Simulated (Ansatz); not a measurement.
## Guessed and relaxed cells of GaP

The cell of GaP is invented: 4-connected net, two elements alternating (P6_222, No. 180). Its size is a rough estimate.

start.cif

```cif
data_structure
_symmetry_space_group_name_H-M 'P 1'
_symmetry_Int_Tables_number 1
_cell_length_a 3.6562
_cell_length_b 3.6562
_cell_length_c 8.0072
_cell_angle_alpha 90.000
_cell_angle_beta 90.000
_cell_angle_gamma 120.000
_cell_volume 92.70
loop_
_atom_site_label
_atom_site_type_symbol
_atom_site_fract_x
_atom_site_fract_y
_atom_site_fract_z
_atom_site_occupancy
Ga1 Ga 0.00000 0.50000 0.16667 1
Ga2 Ga 0.50000 0.50000 0.83333 1
Ga3 Ga 0.50000 0.00000 0.50000 1
P1 P 0.50000 0.50000 0.33333 1
P2 P 0.50000 0.00000 0.00000 1
P3 P 0.00000 0.50000 0.66667 1
```

Theory: DFT PBE, scalar-relativistic, plane waves, PAW (Ansatz). Cutoff 420 eV, Gaussian smearing, Γ-centred meshes. Cell and atoms relax first on a coarse mesh and then on a converged one. In between, the cell is made exact in the group found at 0.06 Å. The steps can't lower the symmetry of their start. No spin polarisation.

end.cif

```cif
data_structure
_symmetry_space_group_name_H-M 'P 1'
_symmetry_Int_Tables_number 1
_cell_length_a 3.8994
_cell_length_b 3.8994
_cell_length_c 8.5858
_cell_angle_alpha 90.000
_cell_angle_beta 90.000
_cell_angle_gamma 120.000
_cell_volume 113.06
loop_
_atom_site_label
_atom_site_type_symbol
_atom_site_fract_x
_atom_site_fract_y
_atom_site_fract_z
_atom_site_occupancy
Ga1 Ga 0.00000 0.50000 0.16667 1
Ga2 Ga 0.50000 0.50000 0.83333 1
Ga3 Ga 0.50000 0.00000 0.50000 1
P1 P 0.50000 0.50000 0.33333 1
P2 P 0.50000 0.00000 0.00000 1
P3 P 0.00000 0.50000 0.66667 1
```

The symmetry stays P6_222 (No. 180). The volume per atom grows by 22.0 %, from 15.4 to 18.8 Å³. The shortest distance goes from 2.26 Å (Ga–P) to 2.42 Å (Ga–P). The energy falls by about 0.23 eV/atom (the start's value is from the coarse mesh).

* Volume per atom: 18.84 Å³
* Density: 4.44 g/cm³
* Formation energy: −0.204 eV/atom
* Gap on the 12×12×4 mesh of the 6-atom cell: 0.25 eV

Formation energies are uncorrected and refer to the elements' standard structures at the same level. The references include black phosphorus. It lies below the elements, which doesn't yet make it stable against other compounds or structures.

The last run used Gaussian smearing of 0.01 eV. Kohn–Sham gaps at this level usually fall short of measured ones. The reference form of P is held partly by dispersion forces, which this level lacks. Small gaps are read on the mesh alone, and bands can cross between its points. Symmetry constrained the relaxation, so the result can be a saddle point. In all, the 3 runs took 110 s on 1 thread of Arm Neoverse V2 (shared host).
